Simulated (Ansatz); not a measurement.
Method: PBE, scalar-relativistic; collinear spin; PAW, 420 eV, Γ-centred 10×10×2 mesh, 0.05 eV Gaussian smearing; code Ansatz. The datasets are Ansatz's generated set soft_2.

A compound MoX2 has these computed properties.

* Space group: P6_3/mmc (No. 194)
* Conventional cell: a = 3.557 Å, b = 3.557 Å, c = 15.340 Å, α = 90.00°, β = 90.00°, γ = 120.00°
* Volume: 28.01 Å³/atom
* Band gap: 0.97 eV (band path included; the mesh alone gives 1.05 eV)
* Smallest direct gap: 1.03 eV
* Magnetic state: non-magnetic
* Site spin moments: none
* Bader charges: X -0.31; Mo 0.61 e
* Formation energy from the elements (0 K, uncorrected): -0.27 eV/atom
* Shear modulus (Hill): 14.2 GPa
* Young's modulus: 34 GPa
* Poisson's ratio: 0.18
* Elastically stable: yes

Sites: X on 4f, Mo on 2c.

Q: Which element is X?
A. Sn
B. I
C. Sb
D. Te

A: D. X is Te, so the compound is MoTe2.

The chain of runs began from a cell as deposited in COD, expanded in volume. The relaxation kept the space group but changed the cell's proportions, one axis by 6 % at equal volume, so the results may not describe the measured structure. The database's entry of this formula in the relaxed cell's space group, P6_3/mmc, has axes of 3.518 × 3.518 × 13.974 Å and 24.96 Å³/atom (1963), the relaxed one 3.557 × 3.557 × 15.340 Å and 28.01.

Kohn–Sham gaps of semilocal functionals lie under measured ones, often by a third or more. For elements this heavy, spin–orbit coupling would shift levels and gaps; it isn't included here. The structure is built of weakly bound layers, and this functional has no dispersion term, so their spacing and all that hangs on it (volume, the soft elastic constants, low modes, dielectric constants) are poorly given.
